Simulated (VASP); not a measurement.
**WSe₂ (fluorite), PBEsol relaxation of cell and atoms: VASP's output and Ansatz's**

POSCAR

```
W  Se
 1.0000000000000000
    -0.0000000000000000    3.1058615539563106    3.1058615539563106
     3.1058615539563106   -0.0000000000000000    3.1058615539563106
     3.1058615539563106    3.1058615539563106   -0.0000000000000000
 W   Se
   1   2
Cartesian
 -0.0000000000000000  0.0000000000000000 -0.0000000000000000
  1.5529307769781551  1.5529307769781551  1.5529307769781551
  4.6587923309344648  4.6587923309344648  4.6587923309344648
```

VASP ran with the recommended PBE PAW datasets (26 valence electrons in the cell).

From OUTCAR

```
k-points           NKPTS =     16   k-points in BZ     NKDIM =     16   number of bands    NBANDS=     20

   NELECT =      26.0000    total number of electrons

   dimension x,y,z NGX =    36 NGY =   36 NGZ =   36
   dimension x,y,z NGXF=    72 NGYF=   72 NGZF=   72

  energy-cutoff  :      600.00
  volume of cell :       57.76
      direct lattice vectors                 reciprocal lattice vectors
     0.000000000  3.068040674  3.068040674    -0.162970460  0.162970460  0.162970460
     3.068040674  0.000000000  3.068040674     0.162970460 -0.162970460  0.162970460
     3.068040674  3.068040674  0.000000000     0.162970460  0.162970460 -0.162970460

 k-points in reciprocal lattice and weights: KPOINTS created by Atomic Simulation Env
   0.00000000  0.00000000  0.00000000       0.005
   0.16666667  0.00000000  0.00000000       0.037
   0.33333333  0.00000000  0.00000000       0.037
   0.50000000  0.00000000  0.00000000       0.019
   0.16666667  0.16666667  0.00000000       0.028
   0.33333333  0.16666667  0.00000000       0.111
   0.50000000  0.16666667  0.00000000       0.111
  -0.33333333  0.16666667  0.00000000       0.111
   ...

 E-fermi :   6.9205

 k-point     1 :       0.0000    0.0000    0.0000
  band No.  band energies     occupation
      1     -67.1645      2.00000
      2     -31.3738      2.00000
      3     -31.3738      2.00000
      4     -31.3738      2.00000
      5      -8.8604      2.00000
      6      -4.3922      2.00000
      7       0.9843      2.00000
      8       0.9843      2.00000
      9       0.9843      2.00000
     10       6.0344      2.00000
     11       6.0344      2.00000
     12       6.5571      2.00000
     13       6.5571      2.00000
     14       6.5571      2.00000
     15      11.2168      0.00000
     16      11.2168      0.00000
     17      11.2168      0.00000
     18      11.2671      0.00000
     19      11.5177      0.00000
     20      11.5177      0.00000

 k-point     2 :       0.1667    0.0000    0.0000
  band No.  band energies     occupation
      1     -67.1644      2.00000
      2     -31.3786      2.00000
      3     -31.3745      2.00000
      4     -31.3745      2.00000
      5      -8.5903      2.00000
      6      -4.8907      2.00000
      7       1.1790      2.00000
      8       1.1790      2.00000
      9       1.7626      2.00000
     10       5.0214      2.00000
     11       5.0214      2.00000
     12       5.2891      2.00000
     13       7.2765      0.00000
     14       7.2765      0.00000
     15       9.2274      0.00000
     16      10.6044      0.00000
     17      10.6044      0.00000
     18      12.2405      0.00000
     19      12.6939      0.00000
     20      12.6939      0.00000

 k-point     3 :       0.3333    0.0000    0.0000
  band No.  band energies     occupation
      1     -67.1643      2.00000
      2     -31.3881      2.00000
      3     -31.3760      2.00000
      4     -31.3760      2.00000
      5      -7.8725      2.00000
      6      -5.8352      2.00000
      7       1.6332      2.00000
      8       1.6332      2.00000
      9       2.9654      2.00000
     10       3.5842      2.00000
     11       4.1861      2.00000
     12       4.1861      2.00000
     13       6.9390      0.56714
     14       6.9390      0.56714
     15       8.3970      0.00000
     16      10.9503      0.00000
     17      10.9503      0.00000
     18      13.0074      0.00000
     19      14.3800      0.00000
     20      14.3800      0.00000

 k-point     4 :       0.5000    0.0000    0.0000
  band No.  band energies     occupation
      1     -67.1642      2.00000
      2     -31.3928      2.00000
      3     -31.3767      2.00000
      4     -31.3767      2.00000
      5      -7.1335      2.00000
      6      -6.6100      2.00000
      7       1.9063      2.00000
      8       1.9063      2.00000
      9       2.5170      2.00000
     10       3.8073      2.00000
     11       3.9124      2.00000
     12       3.9124      2.00000
     13       6.5006      2.00000
     14       6.5006      2.00000
     15       8.5554      0.00000
     16      11.2655      0.00000
     17      11.2655      0.00000
     18      13.5161      0.00000
     19      14.1495      0.00000
     20      15.6074      0.00000

 ...

  Total        0.0113706      0.0113706      0.0113706      0.0000000      0.0000000      0.0000000
  in kB        0.3154134      0.3154134      0.3154134      0.0000000      0.0000000      0.0000000
  external PRESSURE =       0.3154134 kB  Pullay stress =       0.0000000 kB

 POSITION                                       TOTAL-FORCE (eV/Angst)
 -----------------------------------------------------------------------------------
      0.00000      0.00000      0.00000         0.000000     -0.000000      0.000000
      1.53402      1.53402      1.53402         0.000000      0.000000      0.000000
      4.60206      4.60206      4.60206        -0.000000     -0.000000     -0.000000
 -----------------------------------------------------------------------------------
    total drift:                               -0.000000      0.000000      0.000000

  FREE ENERGIE OF THE ION-ELECTRON SYSTEM (eV)
  ---------------------------------------------------
  free  energy   TOTEN  =       -20.9379528671 eV

  energy  without entropy=      -20.9297098955  energy(sigma->0) =      -20.93383138
```

Datasets and cutoffs are each program's own. VASP's cell holds 26 valence electrons and Ansatz's 46.

What does Ansatz give for the same cell and level of theory?

relaxed cell vector lengths 4.335, 4.335, 4.335 Å; relaxed cell volume 57.62 Å³.

Ansatz printed

```
basis re-selected at this cell: Δ(F+E_penalty+E_count) = +3.816e-4 eV, ΔP = +0.002 GPa vs the last step (what re-selecting the basis moved, of the pressure what is left beyond the Pulay correction that the steps carried, after the strain that the cell walked since its last selection, with what the two solves' SCF thresholds leave and, on support functions, any second-order correction that the steps lacked; it is no measure of the basis error at this ecutwfc). This SCF's stress stands 2.15e-3 GPa from its target on what of the cell is left free (relax.cell.stress_tol is 5.00e-2 GPa) and its largest allowed force component is 7.94e-17 eV/Å (relax.f_tol is 5.00e-3 eV/Å): within both
SCF converged after 6 iterations
Free energy (F): -21104.417300 eV
Harris-Foulkes:  -21104.417300 eV  (|F-HF|=1.46e-11)
Internal energy: -21104.409037 eV  (E = F + TS)
E sigma→0 (E₀):  -21104.413169 eV
Entropy (-TS):   -0.008263 eV (-2.754 meV/atom)
Fermi energy:    14.003386 eV
--- Per-component energies (eV) ---
  E_band       = -797.408321
  E_kinetic    = 689.590377
  E_local      = -5144.197759  (includes V_loc(G=0)·N_el)
  E_nonlocal   = -1178.394265
  E_hartree    = 2482.749223
  E_xc         = -472.186223
  E_vxc        = -435.380917  (∫ρ·V_xc dr)
  E_paw        = -12173.503771  (= ΣΔE_a)
  E_vpaw       = 305.477096  (= ΣTr[D̂ρ^β])
  E_aug_tail   = -0.001237  (compensation charges beyond the density's cutoff)
  E_ewald      = -5310.704076
  E_core_change = 2.238693  (= ΣΔE_core)
  E_smearing   = -0.008263  (= −TS)
  E_closure    = 0.000000  (closes the sum)
  Σ components = -21104.417300   (vs F -21104.417300, Δ=0.00e0)
--- Forces (eV/Å), atoms counted from 1 ---
  atom   1  W      0.00000000    -0.00000000    -0.00000000
  atom   2  Se    -0.00000000    -0.00000000    -0.00000000
  atom   3  Se     0.00000000     0.00000000     0.00000000
  max |Σ_I F_I| component: 6.94e-18 eV/Å
--- Stress (GPa, compression-positive) ---
       -0.002154      -0.000000       0.000000
       -0.000000      -0.002154      -0.000000
        0.000000      -0.000000      -0.002154
  P = ⅓ Tr σ = -0.0022 GPa (-0.022 kbar)
--- Relaxed structure (4 steps of the walk, 3 accepted, 1 SCFs on fresh bases) ---
  F+E_penalty+E_count = -21104.41730019 eV   max|allowed force component| = 7.941e-17 eV/Å   (the final SCF, on the basis selected at the relaxed cell)
  cell:  # Å, volume = 57.6238 Å³
    - [4.012605465208577e-34, 3.065660542286917, 3.065660542286917]
    - [3.065660542286917, 2.786531591186476e-34, 3.065660542286917]
    - [3.065660542286917, 3.065660542286917, -1.0668435193875143e-34]
  atoms:
    - { symbol: W, position: [-2.0454530259391403e-36, 2.15310844835699e-36, 2.5837301380283874e-36] }
    - { symbol: Se, position: [0.25000000000000006, 0.25000000000000006, 0.25000000000000006] }
    - { symbol: Se, position: [0.7500000000000001, 0.7500000000000001, 0.7500000000000001] }
```
